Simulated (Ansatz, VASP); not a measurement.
Sr in VASP and in Ansatz

```
CELL_PARAMETERS angstrom
0.00000 3.28574 3.04235
3.28574 0.00000 3.04235
3.28574 3.28574 0.00000
ATOMIC_POSITIONS crystal
Sr 0.00000 0.00000 0.00000
```

Change from the starting cell: strain +0.080 along x and y, +0.000 along z, atoms carried along.

Alike in both runs: task single point; functional PBEsol; k mesh 10 × 10 × 10; occupations gaussian, width 0.03 eV; no spin polarisation.

|  | VASP | Ansatz |
| --- | --- | --- |
| version | VASP 6.6.1 | Ansatz 0.2.0 |
| potentials or method | VASP PAW PBE potentials, release 64 (Sr_sv) | scalar-relativistic, plane waves, PAW |
| plane-wave cutoff (eV) | 520 | 420 |
| valence electrons in the cell | 10 | 10 |

|  | VASP | Ansatz | Ansatz less VASP |
| --- | --- | --- | --- |
| gap on the k mesh at the Fermi level (eV) | none | none | - |
| pressure (GPa) | -1.9 | -2.0 | 0.00 |
| largest component of the traceless stress (GPa) | 0.17 | 0.17 | +0.004 |

A gap of «none» marks a metal or a gap that the smearing closes.

Caveats: the PAW data sets were made with another functional, which shifts forces and pressure a little (VASP).
